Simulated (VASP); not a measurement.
**SnS2: relaxation of cell and atoms with LDA**

The system is SnS2, a slab with vacuum.

```xyz
6
Lattice="3.6390 0.0000 0.0000 -1.8195 3.1515 0.0000 0.0000 0.0000 26.8020" Properties=species:S:1:pos:R:3 pbc="T T T"
S     1.8195    1.0505    9.0000
S     0.0000    2.1010   11.9340
S     1.8195    1.0505   14.8680
S     0.0000    2.1010   17.8020
Sn    0.0000    0.0000   10.4670
Sn    0.0000    0.0000   16.3350
```

| Item | Value |
| --- | --- |
| Program | VASP 6.6.1 |
| Task | relaxation of cell and atoms |
| Functional | LDA |
| Potentials or basis | VASP PAW LDA potentials, release 64 (S, Sn_d) |
| Cutoff | 600 eV |
| k mesh | 12 × 12 × 1 |
| Occupations | gaussian, width 0.03 eV |
| Spin | no spin polarisation |
| Further INCAR settings | ALGO = Normal; EDIFF = 1e-06; IBRION = 2; EDIFFG = -0.01; NSW = 90; ISIF = 3 |

| Item | Value |
| --- | --- |
| Relaxed volume | 50.74 Å³/atom |
| Relaxed cell | a = 3.622 Å, b = 3.622 Å, c = 26.802 Å, α = 90.00°, β = 90.00°, γ = 120.00° |
| Space group after relaxing (to 0.05 Å) | P-3m1 (No. 164) |
| Energy gained by relaxing | 1.4 meV/atom |
| Ionic steps | 16 |
| Largest force after relaxing | 0.007 eV/Å |
| Band gap on the k mesh | 1.41 eV, indirect (least direct gap 1.64 eV) |

Forces in eV/Å, atoms in the order of the input:
```
S    0.000  0.000  0.007
S    0.000  0.000  0.001
S    0.000  0.000 -0.001
S    0.000  0.000 -0.007
Sn   0.000  0.000  0.006
Sn   0.000  0.000 -0.006
```

The path:
```tsv
step	energy change (eV)	largest force (eV/Å)	pressure (GPa)	volume (Å³)
1	0.0000	0.0748	-0.37	307.37
2	-0.0028	0.0831	0.15	303.44
3	-0.0037	0.0567	-0.02	304.70
4	-0.0040	0.0407	-0.03	304.51
5	-0.0043	0.0239	-0.06	304.06
6	-0.0044	0.0299	-0.06	304.06
7	-0.0047	0.0484	-0.06	304.07
8	-0.0049	0.1048	-0.06	304.08
9	-0.0049	0.0763	-0.06	304.07
10	-0.0049	0.0803	-0.05	304.08
11	-0.0050	0.0778	-0.05	304.08
12	-0.0052	0.0748	-0.04	304.09
13	-0.0055	0.0695	-0.05	304.12
14	-0.0062	0.0585	-0.04	304.16
15	-0.0073	0.0406	-0.03	304.26
16	-0.0087	0.0072	0.00	304.45
```

Final structure:
```
CELL_PARAMETERS angstrom
3.62166 0.00000 0.00000
-1.81083 3.13645 0.00000
0.00000 0.00000 26.80200
ATOMIC_POSITIONS crystal
S 0.66667 0.33333 0.33833
S 0.33333 0.66667 0.44797
S 0.66667 0.33333 0.55203
S 0.33333 0.66667 0.66167
Sn 0.00000 0.00000 0.39306
Sn 0.00000 0.00000 0.60694
```

Levels at points of the mesh, in eV from the valence-band top:
```
           k point  band 22  band 23  band 24  band 25  band 26  band 27  band 28  band 29  band 30  band 31
(0.00, 0.00, 0.00)    -0.43    -0.20    -0.20    -0.11    -0.11     2.21     2.91     3.64     3.69     5.24
(0.50, 0.00, 0.00)    -1.98    -0.84    -0.58    -0.48    -0.23     1.41     1.58     4.48     4.60     5.75
```

It took 9.5 min on 2 MPI ranks on AMD EPYC 9R45 96-Core Processor (Zen 5), with other jobs on the host, peak memory 0.46 GiB a rank.

Caveat: spin-orbit coupling is left out, which moves the levels of the heavy elements. Zero-point motion and thermal expansion aren't in these numbers.
